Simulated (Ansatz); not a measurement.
Input:

```
GeO2
1.0
    4.48475     0.00000     0.00000
    0.00000     4.48475     0.00000
    0.00000     0.00000     2.90431
Ge O
2 4
Direct
  0.00000   0.00000   0.00000
  0.50000   0.50000   0.50000
  0.30708   0.30708   0.00000
  0.80708   0.19292   0.50000
  0.19292   0.80708   0.50000
  0.69292   0.69292   0.00000
```

No spin polarisation.

Method: Kohn–Sham DFT with the PBE functional, run in Ansatz (a quantum-chemistry and plane-wave program) with PAW and 420 eV plane waves, scalar-relativistic without spin-orbit coupling. Settings: 8×8×11 k-points, 0.05 eV Fermi–Dirac smearing.

Q: Predict the electron mass, band gap and gap character.

A: 
- Electron mass: 0.19 mₑ along c, 0.22 mₑ across (at Γ)
- Band gap: 1.24 eV
- Gap character: direct at Γ

Load acts through the strain it causes; cell and atoms are relaxed under it. Effective masses come from finite differences of ±0.01 Å⁻¹. Whether these cells are dynamically stable was not tested. The cell was made from GeO2 in the rutile structure (space group P4_2/mnm, No. 136) by this change: pressure 0.3 GPa.
